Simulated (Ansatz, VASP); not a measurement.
# Zr (zigzag Zr chain): VASP beside Ansatz

One calculation is typed for both programs; each brings its own data sets. How far apart do they land? The structure shown is the start of the Ansatz relaxation below; VASP solves that cell, so the two are compared at the walk's first step. Other levels of theory on this material are compared in a session of their own.

Method: plane waves, with VASP 6.6.1 beside it; single point at r2SCAN, in Ansatz 0.2.0.

## 1. Starting point

The cell holds 2 atoms: 2 Zr. Cell: a = 9.000 Å, b = 7.500 Å, c = 5.872 Å, α = 90.0°, β = 90.0°, γ = 90.0°. Vacuum lies along a and b. The structure's axis is c.

## 2. Ansatz: relaxation, r2SCAN

Ansatz runs on its default PAW (the set named soft_2) files.

The two programs are compared at the cell with which this relaxation starts, whose forces are those of its first step.

input.yaml

```yaml
crystal:
  lattice:
    - [9.0, 0.0, 0.0]
    - [0.0, 7.5, 0.0]
    - [0.0, 0.0, 5.8716014925]
  atoms:
    - { symbol: Zr, position: [0.41327817, 0.5, 0.0], spin: 1.0 }
    - { symbol: Zr, position: [0.58672183, 0.5, 0.5], spin: 1.0 }
magnetization:
  spin_polarized: true
kpoints:
  mp_grid: { grid: [1, 1, 14] }
scf:
  occupations: { method: fermi_dirac, width: 0.05 }
hamiltonian:
  xc: r2scan
relax:
  cell: { fix: [a, b, alpha, beta, gamma] }
  max_steps: 60
```

Launch:

```
> ansatz run input.yaml --threads 4 --pin off --max-ram 8192MiB --backend cpu --events-out ev --progress --plain --runs-dir out
```

Numbers of over 12 decimals in the logs are rounded to 6 here.

The program printed:

```text
Engine: ansatz 0.2.0, aarch64-unknown-linux-gnu
Pseudopotentials: kind: paw
Pseudopotential: Zr, paw, valence charge 12, recommended cutoff 500 eV (meta_gga), Zr.paw.azcp
Functional definition: r2SCAN
  parameter k0 = 0.174
  parameter k1 = 0.065
  parameter a1 = 4.9479
  exchange = r2scan_x(k0 = k0, k1 = k1, a1 = a1)
  correlation = r2scan_c
Crystal: 2 atoms, lattice volume = 396.333 Å³
Basis set: ecut = 500 eV, 10107 PW (Γ), exchange–correlation on 288×240×180 points (64 copies of the dense FFT grid, shifted against one another)
Bands: 17, of which v1, the nominal top of the filled ones, is band 12 counted from 1 (11 counted from 0)
Symmetry: 8 space group operations
Space group: Pmma (ITA 51), of the structure as read, at distance tolerance 7.3e-5 Å
Magnetic group: BNS 51.289 (UNI 387), of the structure as read, at distance tolerance 7.3e-5 Å
k-points: 8 of 14
Non-local potential: Zr, projectors of the file, l = 0: 3, l = 1: 2, l = 2: 2, l = 3: 2
PAW form: soft (Blöchl's): semilocal exchange-correlation on the pseudo side does not see the compensation charge
PAW frozen core: Zr, regenerated for the run's functional (the file was generated under x = pbe(κ = 0.804, μ = 0.219515), c = pbe(β = 0.066725))
PAW one-centre angular grid: Zr, 590 points (default); XC on 160 Gauss nodes
Initial density: superposition of atomic densities (neutral atoms: chi_scale 0, normalization atom)
Starting moments: Σ|m| = 2 μB on 2 of 2 sites
Initial wavefunctions: pseudopotential atomic-orbital guess
Functional: x = r2scan, c = r2scan; τ floored in thin density (d = 2e-4 eV/Å³)
SCF iter   1: F=—  HF=-8380.424822 eV  |F-HF|=—  |Δ(HF+E_count)|=         —  Δρ=1.15e-2 (↑1.15e-2 ↓7.86e-3)  dr2=3.37e0  dr2_τ=1.02e-2  dr2_m=6.94e-2  M=3.215 μB ∫|m|=3.215 μB  β_m=0.49  ethr=3.10e-3  ⟨swp⟩=6.3  Hψ=1319  notcnv=0
Mixer restart at iter 1: flushing history
preconditioner: auto → LDOS  [metal: Δε(μ)=0.010 eV  Ē_g=1.478 eV  σ=0.050 eV  W_gap=0.05  n_scr=34 (ndim 8)  ℏωp=5.3 eV  f_vac=0.531  D(μ)=8.81/eV (n_scr^D=54)]
spin=Collinear: LDOS preconditioning applied to the charge; magnetization (m = ρ↑ − ρ↓) channel mixes plain (no charge-response kernel on spin).
SCF iter   2: F=—  HF=-8380.253776 eV  |F-HF|=—  |Δ(HF+E_count)|=   1.71e-1  Δρ=8.46e-3 (↑8.46e-3 ↓6.02e-3)  dr2=1.60e0  dr2_τ=5.62e-3  dr2_m=7.27e-2  M=3.851 μB ∫|m|=3.851 μB  β_m=0.83  ethr=3.10e-3  ⟨swp⟩=2.7  Hψ=516  notcnv=0  κ⁻¹=1.0e0(r=1)
SCF iter   3: F=—  HF=-8380.770150 eV  |F-HF|=—  |Δ(HF+E_count)|=   5.16e-1  Δρ=4.94e-3 (↑4.94e-3 ↓3.42e-3)  dr2=1.99e-1  dr2_τ=1.62e-3  dr2_m=1.68e-2  M=5.131 μB ∫|m|=5.131 μB  β_m=1.00  ethr=3.10e-3  ⟨swp⟩=6.4  Hψ=2315  notcnv=0  κ⁻¹=3.2e-2(r=2)
automatic band count: the SCF goes on with 21 bands, as 17 were too few: the levels above may hold too much charge
SCF iter   4: F=—  HF=-8381.508287 eV  |F-HF|=—  |Δ(HF+E_count)|=         —  Δρ=7.74e-3 (↑7.74e-3 ↓3.95e-3)  dr2=2.36e-1  dr2_τ=5.08e-3  dr2_m=4.87e-2  M=5.645 μB ∫|m|=5.645 μB  β_m=1.00  ethr=8.30e-4  ⟨swp⟩=2.8  Hψ=759  notcnv=0  defer=9  κ⁻¹=3.2e-2(r=2)
SCF iter   5: F=—  HF=-8381.359013 eV  |F-HF|=—  |Δ(HF+E_count)|=   1.49e-1  Δρ=1.66e-3 (↑1.66e-3 ↓1.52e-3)  dr2=2.73e-2  dr2_τ=1.02e-3  dr2_m=3.55e-3  M=5.704 μB ∫|m|=5.704 μB  β_m=1.00  ethr=2.08e-4  ⟨swp⟩=3.5  Hψ=857  notcnv=0  defer=9  κ⁻¹=3.2e-2(r=2)
SCF iter   6: F=—  HF=-8381.377464 eV  |F-HF|=—  |Δ(HF+E_count)|=   1.85e-2  Δρ=1.05e-3 (↑9.95e-4 ↓1.05e-3)  dr2=1.08e-2  dr2_τ=2.08e-4  dr2_m=1.27e-3  M=5.828 μB ∫|m|=5.828 μB  β_m=1.00  ethr=1.14e-4  ⟨swp⟩=2.7  Hψ=648  notcnv=0  defer=9  κ⁻¹=5.3e-3(r=3)
SCF iter   7: F=—  HF=-8381.387405 eV  |F-HF|=—  |Δ(HF+E_count)|=   9.94e-3  Δρ=5.62e-4 (↑5.62e-4 ↓5.32e-4)  dr2=3.50e-3  dr2_τ=5.09e-5  dr2_m=8.69e-5  M=5.871 μB ∫|m|=5.871 μB  β_m=1.00  ethr=4.48e-5  ⟨swp⟩=2.8  Hψ=678  notcnv=0  defer=9  κ⁻¹=7.3e-4(r=4)
SCF iter   8: F=—  HF=-8381.396288 eV  |F-HF|=—  |Δ(HF+E_count)|=   8.88e-3  Δρ=3.13e-4 (↑3.13e-4 ↓3.11e-4)  dr2=1.16e-3  dr2_τ=1.33e-5  dr2_m=2.11e-5  M=5.873 μB ∫|m|=5.873 μB  β_m=1.00  ethr=1.46e-5  ⟨swp⟩=2.6  Hψ=670  notcnv=0  defer=9  κ⁻¹=1.7e-4(r=5)
SCF iter   9: F=—  HF=-8381.401594 eV  |F-HF|=—  |Δ(HF+E_count)|=   5.31e-3  Δρ=1.51e-4 (↑1.39e-4 ↓1.51e-4)  dr2=2.76e-4  dr2_τ=3.05e-6  dr2_m=1.13e-5  M=5.868 μB ∫|m|=5.868 μB  β_m=1.00  ethr=4.85e-6  ⟨swp⟩=2.5  Hψ=676  notcnv=0  defer=9  κ⁻¹=3.0e-5(r=6)
[...]
the starting moments were not kept: the SCF closed with an absolute magnetisation of 2.2e-4 μB, where they sum to 2 μB in size (2 sites). That is at most 0.1 of that sum. Measured as dr2_m measures the in/out step, that magnetisation stands 2.6e-9 eV from none, at or under the dr2_threshold of 2.5e-8 eV: it is no larger than a step whose dr2_m would equal this threshold.
SCF 16 converged in 11 iterations: F = -8384.886282 eV  dr2 = 2.64e-11
relax step  16: F+E_penalty+E_count = -8384.88628169 eV  Δ(F+E_penalty+E_count) = -9.499e-5 eV  max|allowed force component| = 1.053e-5 eV/Å  Δτ_max = 0.0014 Å  P = +0.000 GPa  Ω = 192.050 Å³  energy of the carried Pulay correction = +1.053e-2 eV  fix = [a, b, alpha, beta, gamma]  reactions: a +0.340, b -0.340 GPa  (11 SCF iters, dr2 threshold 2.53e-8 eV, accepted)
Basis set: ecut = 500 eV, 4877 PW (Γ), exchange–correlation on 288×240×96 points (64 copies of the dense FFT grid, shifted against one another)
Initial wavefunctions: pseudopotential atomic-orbital guess (no wavefunctions were taken with the density)
iter 1 solved again at ethr=1.45e-7 eV; its pass at ethr=3.10e-3 eV (dr2=3.47e-5 eV) is discarded
SCF iter   1: F=—  HF=-8384.882090 eV  |F-HF|=—  |Δ(HF+E_count)|=         —  Δρ=1.81e-4 (↑1.81e-4 ↓1.81e-4)  dr2=1.65e-5  dr2_τ=5.09e-5  dr2_m=1.70e-11  M=-0.000 μB ∫|m|=0.000 μB  β_m=0.67  ethr=1.45e-7  ⟨swp⟩=3.6  Hψ=2476  notcnv=0
preconditioner: auto → LDOS  [metal: Δε(μ)=0.045 eV  Ē_g=3.662 eV  σ=0.050 eV  W_gap=0.22  n_scr=10 (ndim 8)  ℏωp=7.6 eV  f_vac=0.518  D(μ)=3.35/eV (n_scr^D=16)]
spin=Collinear: LDOS preconditioning applied to the charge; magnetization (m = ρ↑ − ρ↓) channel mixes plain (no charge-response kernel on spin).
SCF iter   2: F=—  HF=-8384.882137 eV  |F-HF|=—  |Δ(HF+E_count)|=   4.67e-5  Δρ=1.27e-4 (↑1.27e-4 ↓1.27e-4)  dr2=8.05e-6  dr2_τ=6.81e-6  dr2_m=1.58e-11  M=-0.000 μB ∫|m|=0.000 μB  β_m=0.90  ethr=6.88e-8  ⟨swp⟩=2.0  Hψ=540  notcnv=0  κ⁻¹=1.0e0(r=1)
SCF iter   3: F=—  HF=-8384.882410 eV  |F-HF|=—  |Δ(HF+E_count)|=   2.73e-4  Δρ=4.48e-5 (↑4.48e-5 ↓4.48e-5)  dr2=1.03e-6  dr2_τ=8.86e-7  dr2_m=1.36e-11  M=-0.000 μB ∫|m|=0.000 μB  β_m=1.00  ethr=3.35e-8  ⟨swp⟩=2.9  Hψ=698  notcnv=0  κ⁻¹=1.3e-1(r=2)
SCF iter   4: F=—  HF=-8384.882445 eV  |F-HF|=—  |Δ(HF+E_count)|=   3.44e-5  Δρ=3.82e-6 (↑3.82e-6 ↓3.81e-6)  dr2=2.79e-8  dr2_τ=1.88e-9  dr2_m=1.05e-11  M=-0.000 μB ∫|m|=0.000 μB  β_m=1.00  ethr=4.27e-9  ⟨swp⟩=2.0  Hψ=640  notcnv=0  κ⁻¹=7.3e-4(r=3)
SCF iter   5: F=—  HF=-8384.882445 eV  |F-HF|=—  |Δ(HF+E_count)|=   1.82e-8  Δρ=1.89e-6 (↑1.89e-6 ↓1.88e-6)  dr2=5.68e-9  dr2_τ=6.16e-10  dr2_m=7.71e-12  M=-0.000 μB ∫|m|=0.000 μB  β_m=1.00  ethr=1.16e-10  ⟨swp⟩=3.0  Hψ=570  notcnv=0  κ⁻¹=1.2e-4(r=4)
SCF iter   6: F=—  HF=-8384.882445 eV  |F-HF|=—  |Δ(HF+E_count)|=   9.68e-9  Δρ=5.88e-7 (↑5.88e-7 ↓5.84e-7)  dr2=8.49e-10  dr2_τ=5.19e-11  dr2_m=5.25e-12  M=-0.000 μB ∫|m|=0.000 μB  β_m=1.00  ethr=2.37e-11  ⟨swp⟩=3.0  Hψ=562  notcnv=0  κ⁻¹=1.2e-5(r=5)
SCF iter   7: F=—  HF=-8384.882445 eV  |F-HF|=—  |Δ(HF+E_count)|=   2.14e-9  Δρ=2.10e-7 (↑2.10e-7 ↓2.06e-7)  dr2=2.58e-10  dr2_τ=6.20e-12  dr2_m=3.69e-12  M=-0.000 μB ∫|m|=0.000 μB  β_m=1.00  ethr=3.54e-12  ⟨swp⟩=2.2  Hψ=429  notcnv=0  κ⁻¹=2.0e-6(r=6)
SCF iter   8: F=—  HF=-8384.882445 eV  |F-HF|=—  |Δ(HF+E_count)|=  2.31e-10  Δρ=8.62e-8 (↑8.62e-8 ↓7.82e-8)  dr2=4.24e-11  dr2_τ=6.94e-13  dr2_m=2.64e-12  M=-0.000 μB ∫|m|=0.000 μB  β_m=1.00  ethr=1.08e-12  ⟨swp⟩=2.2  Hψ=530  notcnv=0  κ⁻¹=2.6e-7(r=7)
SCF iter   9: F=-8384.882445 eV  HF=-8384.882445 eV  |F-HF|=2.91e-11  |Δ(HF+E_count)|=  3.27e-11  Δρ=5.97e-8 (↑5.97e-8 ↓5.31e-8)  dr2=1.16e-11  dr2_τ=3.78e-13  dr2_m=8.86e-13  M=-0.000 μB ∫|m|=0.000 μB  ethr=1.00e-12  ⟨swp⟩=4.5  Hψ=1439  notcnv=0
the starting moments were not kept: the SCF closed with an absolute magnetisation of 6.9e-5 μB, where they sum to 2 μB in size (2 sites). That is at most 0.1 of that sum.
SCF 17 converged in 9 iterations: F = -8384.882445 eV  dr2 = 1.16e-11
relax step  17: F+E_penalty+E_count = -8384.88244475 eV  Δ(F+E_penalty+E_count) = +3.837e-3 eV  max|allowed force component| = 2.683e-4 eV/Å  Δτ_max = 0.0000 Å  P = -0.004 GPa  Ω = 192.050 Å³  fix = [a, b, alpha, beta, gamma]  reactions: a +0.338, b -0.343 GPa  stress off target by 8.63e-3 GPa on what of the cell is left free  SCF on the basis re-selected at this cell (its energy is not comparable with the rows above)  (9 SCF iters)
basis re-selected at this cell: Δ(F+E_penalty+E_count) = +3.837e-3 eV, ΔP = -0.005 GPa vs the last step (what re-selecting the basis moved, of the pressure what is left beyond the Pulay correction that the steps carried, after the strain that the cell walked since its last selection, with what the two solves' SCF thresholds leave and, on support functions, any second-order correction that the steps lacked; it is no measure of the basis error at this ecutwfc). The dense FFT grid was sized anew with the basis: this SCF ran on 72×60×24 points, the steps before it on 72×60×45, so part of this shift can come from that change (see relax.cell in the input reference). [rest of the remark cut]
SCF converged after 9 iterations
Stability not checked: this state was not tested for a lower state beside it, because the mixer in use, unlike msr1, does not test its closes by its own steps (another_mixer; see scf.mixing.algorithm and scf.lower_state_search)
Magnetization: -0.0000 μB (12.0000 up, 12.0000 down)
Absolute magnetization: 0.0001 μB (∫|ρ↑−ρ↓|, with the PAW one-centre terms)
Spin contamination: 0.0000 ħ² per cell (⟨S²⟩ above its minimum at these occupations)
Per-site moments (μB) at R_I (Å): [(-4.375364703555969e-6, 1.107624), (-4.375364703529682e-6, 1.107624)]
Free energy (F): -8384.882445 eV
Harris-Foulkes:  -8384.882445 eV  (|F-HF|=2.91e-11)
Internal energy: -8384.856422 eV  (E = F + TS)
E sigma→0 (E₀):  -8384.869434 eV
Entropy (-TS):   -0.026022 eV (-13.011 meV/atom)
Fermi energy:    1.017312 eV
--- Per-component energies (eV) ---
  E_band       = -517.522089
  E_kinetic    = 665.137045
  E_local      = -4314.705838  (includes V_loc(G=0)·N_el)
  E_nonlocal   = 166.079381
  E_hartree    = 1761.062836
  E_xc         = -306.870542
  E_vxc        = -417.423579  (∫ρ·V_xc dr)
  E_paw        = -5943.910209  (= ΣΔE_a)
  E_vpaw       = -164.604529  (= ΣTr[D̂ρ^β])
  E_aug_tail   = 0.000020  (compensation charges beyond the density's cutoff)
  E_vtau       = 25.869563  (kinetic-family band-sum trace: ∫τ·v_τ [+ j·A + Jᵃ·Aᵃ] dr)
  E_ewald      = -411.319633
  E_core_change = -0.329483  (= ΣΔE_core)
  E_smearing   = -0.026022  (= −TS)
  E_closure    = 0.000000  (closes the sum)
  Σ components = -8384.882445   (vs F -8384.882445, Δ=0.00e0)
--- Forces (eV/Å), atoms counted from 1 ---
  atom   1  Zr     0.00026829     0.00000000     0.00000000
  atom   2  Zr    -0.00026829     0.00000000     0.00000000
  max |Σ_I F_I| component: 5.42e-20 eV/Å
--- Stress (GPa, compression-positive) ---
        0.338429       0.000000       0.000000
        0.000000      -0.342691       0.000000
        0.000000       0.000000      -0.008628
  P = ⅓ Tr σ = -0.0043 GPa (-0.043 kbar)
--- Relaxed structure (16 steps of the walk, 16 accepted, 1 SCFs on fresh bases) ---
  F+E_penalty+E_count = -8384.88244475 eV   max|allowed force component| = 2.683e-4 eV/Å   (the final SCF, on the basis selected at the relaxed cell)
  cell:  # Å, volume = 192.0498 Å³
    - [9.0, 0.0, 0.0]
    - [0.0, 7.5, 0.0]
    - [0.0, 0.0, 2.845182]
  atoms:
    - { symbol: Zr, position: [0.373481, 0.5, 0.0] }
    - { symbol: Zr, position: [0.626519, 0.5, 0.5] }
```

(Part 1 of 2 ends here.)

[Lines on the potential files, build, host, timing and source positions are cut from VASP's logs without a mark.]

[Logs are printed without paths, hosts, clocks, repeated set-up lines and the standing remarks that a program may print on its own settings, such as how far it seeks lower states.]

[Hosts, paths, dates, database ids (printed as entryN), source tags and the programs' standing remarks are cut or masked in the printed files.]
